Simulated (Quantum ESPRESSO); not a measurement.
HgTe (Coloradoite): zone-centre phonons under several settings

```
CELL_PARAMETERS angstrom
0.00000 3.21450 3.21450
3.21450 0.00000 3.21450
3.21450 3.21450 0.00000
ATOMIC_POSITIONS crystal
Hg 0.00000 0.00000 0.00000
Te 0.75000 0.75000 0.75000
```

All runs used Quantum ESPRESSO 7.5; k mesh 7 × 7 × 7; no spin polarisation.

```csv
level,potentials,geometry,cutoff (eV),occupations,volume (Å³/atom),pressure (GPa),lowest optical mode without the field (cm⁻¹)
PBE,SSSP 1.3 efficiency PBE,relaxed cell,816,"methfessel-paxton, width 0.2 eV",?,0.0,?
WC,PseudoDojo 0.4.1 SR PBE standard,"given cell, atoms relaxed",1088,"gaussian, width 0.2 eV",33.22,2.0,121
```

Problem. What stands in the row left open?

Solution. Volume 36.83 Å³/atom; lowest optical mode without the field 99 cm⁻¹.

Caveats: the potentials were made for another functional, which shifts forces and pressure (some runs).

The runs don't all hold the same shells in valence.
